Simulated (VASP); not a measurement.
Input of a VASP 6.6.1 run:

File INCAR:

```
PREC = Accurate
ENCUT = 520
EDIFF = 1E-7
ISMEAR = -1
SIGMA = 0.05
LREAL = False
LASPH = True
NELM = 60
ALGO = Normal
ISIF = 2
LWAVE = False
LCHARG = False
GGA = PS
NBANDS = 15
```

Contents of KPOINTS:

```
regular mesh
0
Gamma
  5 5 5
```

File POSCAR:

```
BaS
1.0
    0.0000000000      3.1937500000      3.1937500000
    3.1937500000      0.0000000000      3.1937500000
    3.1937500000      3.1937500000      0.0000000000
Ba S
1 1
Direct
    0.0000000000      0.0000000000      0.0000000000
    0.5000000000      0.5000000000      0.5000000000
```

Potentials or basis: VASP PAW PBE potentials, release 64 (Ba_sv, S).

The run is started by

```console
$ cat potpaw_PBE.64/Ba_sv/POTCAR potpaw_PBE.64/S/POTCAR > POTCAR
$ mpirun -np 1 vasp_std > vasp.out
```

Q: Estimate the pressure.

A: -0.5 GPa.

Q: Predict the band gap on the k mesh.

A: 2.10 eV, indirect (least direct gap 2.26 eV).

Caveat: the PAW data sets were made with another functional, which shifts forces and pressure a little; spin-orbit coupling is left out, which moves the levels of the heavy elements.

**The experiment to reproduce.**

From a printed reference work, monograph, original work of 1988, for a bulk crystal of BaS at 2 K: band gap 3.806 eV (indirect).

Measured gap of BaS: 3.806 eV (indirect; 2 K; a printed reference work, monograph, original work of 1988). This calculation gives 2.10 eV (-1.71 eV). Spin-orbit coupling on Ba is left out. The value is that of PBEsol on a finite k mesh, which can miss the band edges, without temperature or zero-point motion. Semilocal functionals fall short of measured gaps as a rule.
